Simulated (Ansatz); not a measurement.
## Ga in Ansatz: the effect of functional

The system is Ga.

```xyz
1
Lattice="-1.3844 1.3844 2.3112 1.3844 -1.3844 2.3112 1.3844 1.3844 -2.3112" Properties=species:S:1:pos:R:3 pbc="T T T"
Ga    0.0000    0.0000    0.0000
```

This isn't the form of Ga at room conditions, which is orthorhombic.

Alike in all runs:

| Item | Value |
| --- | --- |
| Program | Ansatz 0.2.0 |
| Task | projected density of states |
| Potentials or basis | Ansatz PAW |
| k mesh | 8 × 8 × 8 |
| Occupations | fermi-dirac, width 0.05 eV |
| Spin | no spin polarisation |

```tsv
functional	cutoff	pressure (GPa)
LDA	420 eV (not typed: the program's choice for these potentials)	?
PBEsol	420 eV (not typed: the program's choice for these potentials)	-0.1
r2SCAN	500 eV (not typed: the program's choice for these potentials)	0.6
HSE06	420 eV (not typed: the program's choice for these potentials)	2.4
PBE0	420 eV (not typed: the program's choice for these potentials)	2.4
r2SCAN0	500 eV (not typed: the program's choice for these potentials)	0.2
```

What does the run with functional LDA give?

Pressure -2.2 GPa.

Caveats: all runs use coarse meshes; the PAW data sets come from PBE, with cores solved anew for the run's functional, which leaves a small shift of forces and pressure; the density of states is complete only up to the lowest level of the last band computed; the thresholds are loose for stress (some runs).
